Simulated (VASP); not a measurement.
Input of a VASP 6.6.1 run:

Contents of INCAR:

```
ALGO     = Normal         # electronic algorithm
EDIFF    = 1E-7           # SCF threshold, eV
EDIFFG   = -0.005         # ionic threshold
ENCUT    = 600            # plane-wave cutoff, eV
IBRION   = 2              # ionic algorithm
ISIF     = 3              # what is computed and relaxed
ISMEAR   = 1              # smearing method
LASPH    = T              # aspherical terms in the spheres
LCHARG   = F              # write CHGCAR
LREAL    = F              # projectors in reciprocal space
LWAVE    = F              # write WAVECAR
NELM     = 80             # most SCF steps
NSW      = 90             # ionic steps
PREC     = Accurate       # precision mode
SIGMA    = 0.1            # smearing width, eV
```

File KPOINTS:

```
k-points
0
Gamma
  16 16 16
```

POSCAR

```
Li                                      
1.0
   -1.6721674729      1.6721674729      1.6721674729
    1.6721674729     -1.6721674729      1.6721674729
    1.6721674729      1.6721674729     -1.6721674729
  Li            
     1
Direct
     0.0000000000000000    1.0000000000000000    1.0000000000000000
```

Potentials or basis: VASP PAW LDA potentials, release 64 (Li_sv).

Run with:

```sh
$ cat potpaw_LDA.64/Li_sv/POTCAR > POTCAR
$ mpirun -np 1 vasp_std > vasp.out
```

Q: Predict the relaxed volume.

A: 18.84 Å³/atom.

Q: What does it give for the space group after relaxing (to 0.05 Å)?

A: Im-3m (No. 229).

Q: Estimate the band gap on the k mesh.

A: None (metal or under the smearing width).

Q: What does it give for the relaxed cell?

A: a = 2.903 Å, b = 2.903 Å, c = 2.903 Å, α = 109.47°, β = 109.47°, γ = 109.47°.

Final structure:
```
Li
1.0
    -1.67623    1.67623    1.67623
     1.67623   -1.67623    1.67623
     1.67623    1.67623   -1.67623
Li
1
Direct
  0.00000 0.00000 0.00000
```

Caveat: the cutoff is under 1.25 times the usual one of these potentials, so pressure, stress and relaxed cells hold a basis-set (Pulay) error.
